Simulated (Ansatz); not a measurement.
The system is GaN.

```
CELL_PARAMETERS angstrom
0.00000 2.25350 2.25350
2.25350 0.00000 2.25350
2.25350 2.25350 0.00000
ATOMIC_POSITIONS crystal
Ga 0.00000 0.00000 0.00000
N 0.25000 0.25000 0.25000
```

The cell is a database's computed one.

Base run:

```yaml
Program: Ansatz 0.2.0
Functional: LDA
Potentials_or_basis: all-electron LAPW, scalar-relativistic
Cutoff: 422 eV
Density_cutoff: 1687 eV
Basis_error_allowed: 0.001 eV/atom
k_mesh: 10 × 10 × 10
Occupations: fermi-dirac, width 0.05 eV
Spin: no spin polarisation
```

Its results: band gap on the k mesh 1.74 eV, direct; pressure -6.3 GPa.

Question: The run is repeated on the same cell with these changes: functional from LDA to RPBE. What comes out?

Answer: Band gap on the k mesh 1.78 eV, direct; pressure 9.0 GPa.

RPBE binds less tightly than LDA, so the same cell stands under more pressure.

Not every run made on this cell is shown here.
